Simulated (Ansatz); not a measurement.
## WS₂: experiment and calculation

**Experimental background.**

From “Random anion distribution in MSxSe2−x (M = Mo, W) crystals and nanosheets”, 2018, pmc:9078701, for a bulk crystal of WS2: lattice constant a 3.1532 ± 0.0004 Å; lattice constant c 12.323 ± 0.005 Å.

The runs below are set against these values where they give the same quantity.

Method: DFT PBE, scalar-relativistic, plane waves, PAW (Ansatz).

Cutoff 420 eV; k points 12×12×2 on the computed 6-atom cell (Γ-centred); Gaussian smearing, width 0.02 eV; no spin polarisation.

Relaxed structure, symmetry kept:

Space group P6_3/mmc (No. 194). a = 3.188 Å, b = 3.188 Å, c = 14.856 Å, α = 90.00°, β = 90.00°, γ = 120.00°
```csv
atom,site,symmetry,x,y,z
W,2c,-6m2,0.3333,0.6667,0.2500
S,4f,3m.,0.3333,0.6667,0.6442
```

| Quantity | Value |
| --- | --- |
| Space group | P6_3/mmc (No. 194) |
| Volume per atom | 21.79 Å³ |
| Formation energy from the elements' standard states (uncorrected) | -0.833 eV/atom |
| Kohn–Sham band gap | 1.63 eV, indirect from Γ to (0.333, 0.333, -0.031) |
| Löwdin character of the top 1 eV of the valence band | W 5d 67 %, S 3p 28 % |
| Löwdin character of the lowest 1 eV of the conduction band | W 5d 61 %, S 3p 32 % |
| Electron masses at the edge by Cartesian direction of the standard setting (m_e; degenerate bands sorted by energy; no spin-orbit coupling) | x: 0.32, 0.29; y: 0.32, 0.29; z: over 30, over 30 |
| Hole masses at the edge by Cartesian direction of the standard setting (m_e; degenerate bands sorted by energy; no spin-orbit coupling) | x: 1.5; y: 1.5; z: 0.86 |
| Bader charges (e) | W (2 in the cell) 1.38, S (4 in the cell) -0.69 |

Spin-orbit coupling is left out, which matters for the bands of heavy elements. Each cell of WS2 holds layers, and where no dispersion correction was added their binding is poorly described.

Against the measured lattice constant a of WS2, 3.1532 Å (quoted in the paper above), the calculated 3.188 Å is off by +1.1 %. Measured lattice constant c of WS2: 12.323 Å (quoted in the paper above). This calculation gives 14.856 Å (+20.6 %). So large a difference can come from the functional (as between layers that it hardly binds), but also from another choice of axes, another phase or a misread value. 2 values of this kind are on record (12.32 to 12.323 Å); this one was drawn at random among those near their median, those with a stated uncertainty first. The calculation is for 0 K without zero-point motion.

Cost: 8 runs of about 2.9 core-minutes in all, on Intel Xeon 6975P-C (Granite Rapids) (shared hosts).